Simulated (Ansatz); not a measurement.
Write a Python script for the Python package of Ansatz (0.2.0) that makes a Delta-SCF excitation of CaSe, space group Fm-3m. Settings (first run): LDA, PAW, the default cutoff (420 eV here), 2×2×2 k-points, Fermi-Dirac smearing of 0.01 eV.

The script reads `case.cif`:
```cif
data_CaSe
_cell_length_a 4.180415
_cell_length_b 4.180415
_cell_length_c 4.180415
_cell_angle_alpha 60.00000
_cell_angle_beta 60.00000
_cell_angle_gamma 60.00000
_symmetry_space_group_name_H-M 'P 1'
_symmetry_Int_Tables_number 1
loop_
_symmetry_equiv_pos_as_xyz
'x, y, z'
loop_
_atom_site_label
_atom_site_type_symbol
_atom_site_fract_x
_atom_site_fract_y
_atom_site_fract_z
Ca1 Ca    0.000000    0.000000    0.000000
Se2 Se    0.500000    0.500000    0.500000
```

`dscf_case.py`
```python
"""Promote one electron across the gap of CaSe."""

import ansatz as az
from ase.io import read


def main() -> None:
    atoms = read("case.cif")
    cell = az.Crystal.from_ase(atoms)

    ground = (
        cell.calculation()
        .functional("lda")
        .kpoints(2, 2, 2)
        .occupations("fermi_dirac", width=0.01)
        .scf(extra_bands=4)
        .band_table()
    )
    excited = ground.excitation(hole_k=0, hole_band="v1", hole_track="overlap", particle_k=0, particle_band="c1", particle_track="overlap")
    low, high = ground.run().report, excited.run().report
    share = low["kweights"][0]
    top = round(low["n_electrons"] / 2)
    print("Kohn-Sham gap at the first k-point:", round(low["eigenvalues_ev"][0][top] - low["eigenvalues_ev"][0][top - 1], 3), "eV")
    print("energy difference per cell:", round(high["lagrangian_ev"] - low["lagrangian_ev"], 4), "eV; weight of the point", round(share, 4))
    print("per electron moved:", round((high["lagrangian_ev"] - low["lagrangian_ev"]) / share, 3), "eV")


if __name__ == "__main__":
    main()
```

```console
$ python dscf_case.py
DeckWarning: basis.ecutwfc = 420 eV, auto-derived from the records' recommended cutoffs: set by Ca (normal level)
DeckWarning: ΔSCF: scf.occupations.excite at one k-point of several moves 0.1250 of an electron a cell, so the energy, the forces and a relaxation hold that part of the excitation. That is right for [...]
RunWarning: ΔSCF hole: seed band 12 (bands are counted from 0) lies in a 3-fold degenerate manifold [10, 11, 12] at 1.0e-4 eV resolution, on a gap of 2.94e0 eV certified (the least, over the bands [...]
Kohn-Sham gap at the first k-point: 2.939 eV
energy difference per cell: 0.3707 eV; weight of the point 0.125
per electron moved: 2.965 eV
```
(Warnings from the package without file and line, shortened.)

Caveats:
- Semilocal gaps usually lie well under measured ones.
- The computed bands are complete only to about 2.5 eV above the Fermi level.
- The k-point mesh is coarse, and energy and stress weren't tested for convergence.
- Of the deposited cell: the entry's cell lengths or inner coordinates differ somewhat from later room-temperature determinations.
- The structure is a deposited one; some such entries were measured under pressure or heat, so a shift against it needn't be the functional's error alone.
- Levels are Kohn-Sham eigenvalues on this mesh, without spin-orbit coupling.
- One k-point of a small cell stands for a dense array of excitations, so this isn't the optical gap of the solid.
- The whole script took 2.9 s on 1 thread of Intel(R) Xeon(R) Platinum 8375C CPU @ 2.90GHz (Ice Lake), on a shared host, peak memory 0.43 GiB.

(Lines on the test bed's own set-up are left out of the output.)
